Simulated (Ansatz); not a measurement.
# Ligand exchange: C4H9Cl + B(CH3)2(OH) → C4H10O + B(CH3)2Cl

Species: C4H9Cl (1-chlorobutane) `CCCCCl`, singlet; B(CH3)2(OH), singlet; C4H10O (1-butanol) `CCCCO`, singlet; B(CH3)2Cl (chlorodimethylborane), singlet. The partners trade Cl for OH: C–Cl and B–OH bonds give way to C–OH and B–Cl.

Shapes, held fixed at every level: PBE0-D4/def2-TZVP. Flexible molecules stand in one conformer, not always the lowest. Programs: Ansatz 0.2.0. The zero-point and thermal change to 298 K, harmonic and unscaled (PBE0-D4/def2-TZVP), is -0.9 kJ/mol.

```json
{"level": "SPW92/def2-TZVPP", "kind": "LDA", "ΔH(298 K) (kJ/mol)": "+66.9", "less CCSD(T)/CBS estimate": "-0.8"}
{"level": "PBE0-D4/def2-TZVPP", "kind": "global hybrid", "ΔH(298 K) (kJ/mol)": "+63.5", "less CCSD(T)/CBS estimate": "-4.2"}
{"level": "wB97X-V/def2-TZVPP", "kind": "range-separated hybrid", "ΔH(298 K) (kJ/mol)": "+63.6", "less CCSD(T)/CBS estimate": "-4.1"}
{"level": "B2PLYP/def2-TZVPP", "kind": "double hybrid", "ΔH(298 K) (kJ/mol)": "+67.3", "less CCSD(T)/CBS estimate": "-0.4"}
{"level": "CCSD(T)/def2-SVP", "kind": "coupled cluster or CI", "ΔH(298 K) (kJ/mol)": "+63.6", "less CCSD(T)/CBS estimate": "-4.1"}
{"level": "CCSD/def2-SVP", "kind": "coupled cluster or CI", "ΔH(298 K) (kJ/mol)": "+62.7", "less CCSD(T)/CBS estimate": "-5.0"}
{"level": "CCSD(T)/CBS estimate", "kind": "coupled cluster or CI", "ΔH(298 K) (kJ/mol)": "+67.7", "less CCSD(T)/CBS estimate": "0.0"}
```

The highest level, CCSD(T)/CBS estimate, gives ΔH(298 K) = +67.7 kJ/mol; the levels span +62.7 to +67.7. The column of differences is taken from that level and isn't an error. No measured value is set beside it here. The CBS estimate extrapolates MP2 from def2-TZVPP and def2-QZVPP and adds CCSD(T) − MP2 in the triple-zeta set, cores frozen.
